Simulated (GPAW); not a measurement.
WC in GPAW: the effect of strain uniaxial z

WC:

```
W C
1.0
     0.00000    2.19268    2.10498
     2.19268    0.00000    2.10498
     2.19268    2.19268    0.00000
W C
1 1
Direct
  0.00000 0.00000 0.00000
  0.50000 0.50000 0.50000
```

Measurements of this composition are mostly on another form, of space group No. 187.

Alike in all runs:

- Program: GPAW 26.7.0
- Task: single point
- Functional: PBEsol
- Potentials or basis: PAW data sets generated in the run's folder for this functional
- Cutoff: 800 eV
- Basis: pw
- k mesh: 10 × 10 × 10
- Occupations: fermi-dirac, width 0.05 eV
- Spin: no spin polarisation
- Maxiter: 150

Question: One run gave: pressure -7.1 GPa. Which strain uniaxial z did it use?
A. 0.04
B. 0
C. -0.01
D. -0.04
E. 0.01

Answer: C.

| strain uniaxial z | pressure (GPa) |
| --- | --- |
| -0.04 | 6.1 |
| -0.02 | -3.1 |
| -0.01 | -7.1 |
| 0 | -10.8 |
| 0.01 | -14.0 |
| 0.02 | -17.0 |
| 0.04 | -22.1 |

Caveats: the density grid can change from cell to cell, which puts small steps into energies and stress.

Runs at the PBE level aren't shown here.
